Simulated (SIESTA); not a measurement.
The system is HfO2.

```xyz
12
Lattice="5.1180 0.0000 0.0000 0.0000 5.1857 0.0000 -0.8587 0.0000 5.2139" Properties=species:S:1:pos:R:3 pbc="T T T"
Hf    0.8021    2.3870    3.6914
Hf    3.0279    4.9798    4.1294
Hf    3.4573    2.7987    1.5224
Hf    1.2314    0.2059    1.0845
O    -0.3473    0.8733    4.4146
O     4.1773    3.4661    3.4062
O     4.6066    4.3124    0.7993
O     0.0821    1.7196    1.8076
O     1.4549    3.8473    5.1101
O     2.3751    1.2544    2.7107
O     2.8045    1.3384    0.1038
O     1.8842    3.9313    2.5032
```

Base run:

- Program: SIESTA 5.4.2
- Functional: PBE
- Potentials or basis: PseudoDojo 0.4 standard (PBE files)
- Basis: TZDP (energy shift 0.003 Ry; two zetas on semicore shells)
- Grid cutoff: 800 Ry
- Energy shift: 0.003 Ry
- k mesh: 5 × 5 × 5
- Occupations: fermi-dirac, width 0.05 eV
- Spin: no spin polarisation

Its results: band gap on the k mesh 4.09 eV, indirect (least direct gap 4.17 eV); pressure 6.6 GPa; largest force 0.517 eV/Å.

Task: The run is repeated on the same cell with these changes: basis from TZDP (energy shift 0.003 Ry; two zetas on semicore shells) to DZP (energy shift 0.003 Ry; two zetas on semicore shells). What comes out?

Result: Band gap on the k mesh 4.00 eV, indirect (least direct gap 4.07 eV); pressure 8.7 GPa; largest force 0.517 eV/Å.

Caveats: short orbitals over semicore shells can move pressures by several GPa; spin-orbit coupling is left out, which moves the levels of the heavy elements; the basis of atomic orbitals isn't converged, which shifts pressures, moduli and gaps.

A k mesh can miss the band edges.
